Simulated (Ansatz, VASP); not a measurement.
**One calculation of Li, two programs**

Contents of INCAR:

```
ALGO = Normal ; EDIFF = 1E-6
EDIFFG = -0.005 ; ENCUT = 600
GGA = PE ; IBRION = 2
ISIF = 3 ; ISMEAR = 0
IVDW = 12 ; LASPH = True
LCHARG = False ; LREAL = False
LWAVE = False ; NELM = 100
NSW = 100 ; PREC = Accurate
SIGMA = 0.1
```

File KPOINTS:

```
k-points
0
Gamma
  18 18 18
```

POSCAR

```
Li
1.0
    0.0000000000      2.0884826781      2.0884826781
    2.0884826781      0.0000000000      2.0884826781
    2.0884826781      2.0884826781      0.0000000000
Li
1
Direct
    0.0000000000      0.0000000000      0.0000000000
```

Input for Ansatz:

```yaml
crystal:
  lattice:
    - [0.0, 2.0884826783, 2.0884826783]
    - [2.0884826783, 0.0, 2.0884826783]
    - [2.0884826783, 2.0884826783, 0.0]
  atoms:
    - { symbol: Li, position: [0.0, 0.0, 0.0] }
basis:
  ecutwfc: 420
kpoints:
  mp_grid: { grid: [18, 18, 18] }
hamiltonian:
  xc: pbe
  dispersion: d3bj
scf:
  occupations: { method: gaussian, width: 0.1 }
output:
  forces: true
  stress: true
  eigenvalues: true
relax:
  adjacent_minimum: "off"
  f_tol: 0.005
  max_steps: 80
  cell: { stress_tol: 0.05 }
```

This isn't the form of Li at room conditions, which is bcc.

Alike in both runs: task relaxation of cell and atoms; functional PBE; dispersion D3(BJ); k mesh 18 × 18 × 18; occupations gaussian, width 0.1 eV; no spin polarisation.

|  | VASP | Ansatz |
| --- | --- | --- |
| version | VASP 6.6.1 | Ansatz 0.2.0 |
| potentials or method | VASP PAW PBE potentials, release 64 (Li_sv) | scalar-relativistic, plane waves, PAW |
| plane-wave cutoff (eV) | 600 | 420 |
| valence electrons in the cell | 3 | 3 |

Ansatz gave:

| Property | Result |
| --- | --- |
| gap on the k mesh at the Fermi level, each at its own relaxed structure (eV) | none |
| relaxed volume (Å³/atom) | 18.22 |
| relaxed cell length with the largest relative difference (Å) | 2.954 |

Question: Which values does VASP return?

Answer: gap on the k mesh at the Fermi level, each at its own relaxed structure (eV): none; relaxed volume (Å³/atom): 18.10; relaxed cell length with the largest relative difference (Å): 2.947.

A gap of «none» marks a metal or a gap that the smearing closes.

Caveats: the cutoff is under 1.25 times the usual one of these potentials, so pressure, stress and relaxed cells hold a basis-set (Pulay) error (VASP); pairwise dispersion overbinds metals, which lowers pressure and volume.
